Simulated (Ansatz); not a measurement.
## ZrO$_{2}$: enthalpy against pressure

ZrO$_{2}$, Fm-3m, a = 5.116 Å. This isn't the usual stable structure of the compound. Ansatz: PBE, PAW, 420 eV, Γ-centred 8×8×8 mesh on 3 atoms, Gaussian smearing 0.02 eV; no spin polarisation. Cell and atoms are relaxed at each pressure, and no other structure is tried, so the rows at high pressure may lie past a change of phase. y is the enthalpy over the state at zero pressure; there V0 = 11.157 Å³/atom. The pressures are the targets, met within 0.08 GPa.

| P (GPa) | y (eV/atom) |
| --- | --- |
| -2.0 | -0.1398 |
| 0.0 | 0.0000 |
| 2.0 | 0.1387 |
| 5.0 | ? |
| 10.0 | 0.6827 |
| 20.0 | 1.3411 |
| 40.0 | 2.5992 |

Question: Fit y = c1 P + c2 P² + c3 P³ to the other rows, say what c1 and c2 mean, and predict the missing value.

Answer: Least squares on the rows shown. y = 0.069611 P − 0.00013984 P² + 6.0192×10⁻⁷ P³. Since dH/dP = V, c1 is V0: 0.069611 eV/GPa × 160.2 = 11.152 Å³ against 11.157; c2 = −V0/(2B0) gives B0 = 249 GPa, where a Birch–Murnaghan fit to the volumes of the same runs (not shown) gives 237 GPa: a cubic over this range folds the higher terms into c2. At P = 5.0 the fit asked for gives 0.3446 eV/atom. The run gave 0.3448 eV/atom, so the fit is 0.0002 eV/atom too low, a small miss on the scale of the series.